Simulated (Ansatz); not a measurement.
A calculation with Ansatz 0.2.0 of La (ASE script, structure from a CIF):

run.py

```python
import json

import ase.io
import numpy as np
import spglib

import ansatz as az

atoms = ase.io.read("La.cif")
cell, frac, numbers = spglib.find_primitive((atoms.cell[:], atoms.get_scaled_positions(), atoms.numbers), symprec=1e-5)
atoms = ase.Atoms(numbers, cell=cell, scaled_positions=frac, pbc=True)

calculation = (
    az.Crystal.from_ase(atoms)
    .calculation()
    .kpoints(9, 9, 9)
    .functional("r2scan")
    .pseudopotentials(kind="paw", accuracy="stringent")
    .scf(extra_bands=6)
    .occupations(method="cold", width=0.025)
    .density_of_states(energy_step=0.05, projected=False, nscf_kmesh=(14, 14, 14))
    .forces()
    .stress()
    .band_table(publish=True)
)
outcome = calculation.run(threads=2, events_out="events.jsonl")

report = outcome.report
for line in open("events.jsonl"):
    event = json.loads(line)
    if event["event"] == "scf_iter":
        d = event["data"]
        print(f"SCF {d['iter']:3d}  HF = {d['harris_foulkes_ev']:.6f} eV  dr2 = {d['dr2_ev']:.2e} eV")
    elif event["event"] in ("relax_step", "md_step"):
        d = event["data"]
        print(f"{event['event']} {d['step']:3d}  E = {d['lagrangian_ev']:.6f} eV")
np.set_printoptions(precision=5, suppress=True, linewidth=110)
print("converged:", report["converged"], "after", report["n_iterations"], "iterations")
print(f"free energy {report['free_energy_ev']:.6f} eV, Fermi level {report['fermi_energy_ev']:.4f} eV")
for key in ("band_edges_ev", "magnetization_mub", "site_moments_mub", "site_moments_nc_mub", "forces_ev_ang",
                "stress_gpa"):
    if report.get(key) is not None:
        print(key, np.array(report[key]), sep="\n")
```

La.cif

```cif
data_La
_cell_length_a 4.24766214
_cell_length_b 4.24766214
_cell_length_c 4.24766214
_cell_angle_alpha 90.00000000
_cell_angle_beta 90.00000000
_cell_angle_gamma 90.00000000
_space_group_name_H-M_alt 'Im-3m'
_space_group_name_Hall '-I 4 2 3'
_space_group_IT_number 229
loop_
_space_group_symop_operation_xyz
'x,y,z'
'-x,-y,-z'
'-y,x,z'
'y,-x,-z'
'-x,-y,z'
'x,y,-z'
'y,-x,z'
'-y,x,-z'
'x,-y,-z'
'-x,y,z'
'-y,-x,-z'
'y,x,z'
'-x,y,-z'
'x,-y,z'
'y,x,-z'
'-y,-x,z'
'z,x,y'
'-z,-x,-y'
'z,-y,x'
'-z,y,-x'
'z,-x,-y'
'-z,x,y'
'z,y,-x'
'-z,-y,x'
'-z,x,-y'
'z,-x,y'
'-z,-y,-x'
'z,y,x'
'-z,-x,y'
'z,x,-y'
'-z,y,x'
'z,-y,-x'
'y,z,x'
'-y,-z,-x'
'x,z,-y'
'-x,-z,y'
'-y,z,-x'
'y,-z,x'
'-x,z,y'
'x,-z,-y'
'-y,-z,x'
'y,z,-x'
'-x,-z,-y'
'x,z,y'
'y,-z,-x'
'-y,z,x'
'x,-z,y'
'-x,z,-y'
'x+1/2,y+1/2,z+1/2'
'-x+1/2,-y+1/2,-z+1/2'
'-y+1/2,x+1/2,z+1/2'
'y+1/2,-x+1/2,-z+1/2'
'-x+1/2,-y+1/2,z+1/2'
'x+1/2,y+1/2,-z+1/2'
'y+1/2,-x+1/2,z+1/2'
'-y+1/2,x+1/2,-z+1/2'
'x+1/2,-y+1/2,-z+1/2'
'-x+1/2,y+1/2,z+1/2'
'-y+1/2,-x+1/2,-z+1/2'
'y+1/2,x+1/2,z+1/2'
'-x+1/2,y+1/2,-z+1/2'
'x+1/2,-y+1/2,z+1/2'
'y+1/2,x+1/2,-z+1/2'
'-y+1/2,-x+1/2,z+1/2'
'z+1/2,x+1/2,y+1/2'
'-z+1/2,-x+1/2,-y+1/2'
'z+1/2,-y+1/2,x+1/2'
'-z+1/2,y+1/2,-x+1/2'
'z+1/2,-x+1/2,-y+1/2'
'-z+1/2,x+1/2,y+1/2'
'z+1/2,y+1/2,-x+1/2'
'-z+1/2,-y+1/2,x+1/2'
'-z+1/2,x+1/2,-y+1/2'
'z+1/2,-x+1/2,y+1/2'
'-z+1/2,-y+1/2,-x+1/2'
'z+1/2,y+1/2,x+1/2'
'-z+1/2,-x+1/2,y+1/2'
'z+1/2,x+1/2,-y+1/2'
'-z+1/2,y+1/2,x+1/2'
'z+1/2,-y+1/2,-x+1/2'
'y+1/2,z+1/2,x+1/2'
'-y+1/2,-z+1/2,-x+1/2'
'x+1/2,z+1/2,-y+1/2'
'-x+1/2,-z+1/2,y+1/2'
'-y+1/2,z+1/2,-x+1/2'
'y+1/2,-z+1/2,x+1/2'
'-x+1/2,z+1/2,y+1/2'
'x+1/2,-z+1/2,-y+1/2'
'-y+1/2,-z+1/2,x+1/2'
'y+1/2,z+1/2,-x+1/2'
'-x+1/2,-z+1/2,-y+1/2'
'x+1/2,z+1/2,y+1/2'
'y+1/2,-z+1/2,-x+1/2'
'-y+1/2,z+1/2,x+1/2'
'x+1/2,-z+1/2,y+1/2'
'-x+1/2,z+1/2,-y+1/2'
loop_
_atom_site_label
_atom_site_type_symbol
_atom_site_symmetry_multiplicity
_atom_site_Wyckoff_symbol
_atom_site_fract_x
_atom_site_fract_y
_atom_site_fract_z
_atom_site_occupancy
La1 La 2 a 0.0000000000 0.0000000000 0.0000000000 1
```

Potentials or basis: SSSP precision PAW.

Run with:

```sh
$ python run.py
```

This isn't the form of La at room conditions, which is double hcp.

**Question.** Write the same calculation in another form: native input, structure typed inline.

**Answer.** As run:

The input input.yaml:

```yaml
crystal:
  lattice:
    - [-2.12383107, 2.12383107, 2.12383107]
    - [2.12383107, -2.12383107, 2.12383107]
    - [2.12383107, 2.12383107, -2.12383107]
  atoms:
    - { symbol: La, position: [0.0, 0.0, 0.0] }
hamiltonian:
  xc: r2scan
  pseudopotentials: { kind: paw, accuracy: stringent }
kpoints:
  mp_grid: { grid: [9, 9, 9] }
scf:
  occupations: { method: cold, width: 0.025 }
  n_extra_bands: 6
output:
  forces: true
  stress: true
  eigenvalues: true
  dos: { projected: false, de: 0.05, nscf_kmesh: { grid: [14, 14, 14] } }
```

Potentials or basis: SSSP precision PAW.

Launch:

```console
$ ansatz run input.yaml --threads 2 --pin off --max-ram 5120MiB --backend cpu --events-out ev --progress --plain --runs-dir out
```

Both were run:

|  | ASE script, structure from a CIF | native input, structure typed inline |
| --- | --- | --- |
| Pressure | -0.2 GPa | -0.2 GPa |
| Band gap on the k mesh | none (metal or under the smearing width) | none (metal or under the smearing width) |
| Density of states at the Fermi level | 4.24 states/eV per cell | 4.24 states/eV per cell |

Keys that steer only the numerical path or the files written may differ.

Caveat: the magnetic or orbital state may not be the lowest.
